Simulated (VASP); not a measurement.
Crystal: As.

```xyz
1
Lattice="2.7037 0.0000 0.0000 0.0000 2.7037 0.0000 0.0000 0.0000 2.7037" Properties=species:S:1:pos:R:3 pbc="T T T"
As    1.3518    1.3518    1.3518
```

This isn't the form of As at room conditions, which is rhombohedral.

```yaml
Program: VASP 6.6.1
Task: relaxation of cell and atoms
Functional: LDA
Potentials_or_basis: VASP PAW LDA potentials, release 64 (As)
Cutoff: 600 eV
k_mesh: 10 × 10 × 10
Occupations: fermi-dirac, width 0.05 eV
Spin: no spin polarisation
```

At the start: pressure -2.9 GPa; volume 19.76 Å³/atom.

How do energy, volume and symmetry change on relaxing?

Over 3 steps the energy falls by 5.8 meV/atom and the volume is 19.14 Å³/atom (-3.2 %); space group Pm-3m (No. 221, to 0.05 Å).

The path:
| step | energy change (eV) | largest force (eV/Å) | pressure (GPa) | volume (Å³) |
| --- | --- | --- | --- | --- |
| 1 | 0.0000 | 0.0000 | -2.87 | 19.76 |
| 2 | -0.0036 | 0.0000 | 1.93 | 18.77 |
| 3 | -0.0058 | 0.0000 | -0.01 | 19.14 |

Final structure:
```
As
1.0
     2.67471    0.00000    0.00000
     0.00000    2.67471    0.00000
     0.00000    0.00000    2.67471
As
1
Direct
  0.50000 0.50000 0.50000
```
